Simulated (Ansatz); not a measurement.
Runs of Ansatz 0.2.0 on AlN. It takes space group F-43m (No. 216, cubic). Conventional cell: a = 4.368 Å, b = 4.368 Å, c = 4.368 Å, α = 90.00°, β = 90.00°, γ = 90.00°. Al (site symmetry -43m) is surrounded by 4 N at 1.89 Å. N (site symmetry -43m) is surrounded by 4 Al at 1.89 Å. Measurements of this composition are mostly on another form, of space group No. 186.

```csv
task,level,cutoff (eV),smearing,gap on the mesh (eV),pressure (GPa)
single point,BLYP,420,tetrahedron,3.69,(a)
single point,PBE,420,gaussian 0.05 eV,(b),4.9
electron localisation function,r2SCAN+D3(BJ),500,gaussian 0.1 eV,3.94,-1.7
Born charges and dielectric tensor,PBEsol,420,fixed,3.20,-
```

Alike in all rows: potentials or basis Ansatz PAW; no spin polarisation; cell as given; k mesh 10 × 10 × 10.

Q: Fill in the values left out.

A: (a) 7.8; (b) 3.33.

Caveats: the PAW data sets come from PBE, with cores solved anew for the run's functional, which leaves a small shift of forces and pressure (some runs); with tetrahedron occupations forces and stress needn't match the slope of the energy (some runs); the dispersion damping was fitted for another functional or another form of the correction (some runs).

A k mesh can miss the band edges.
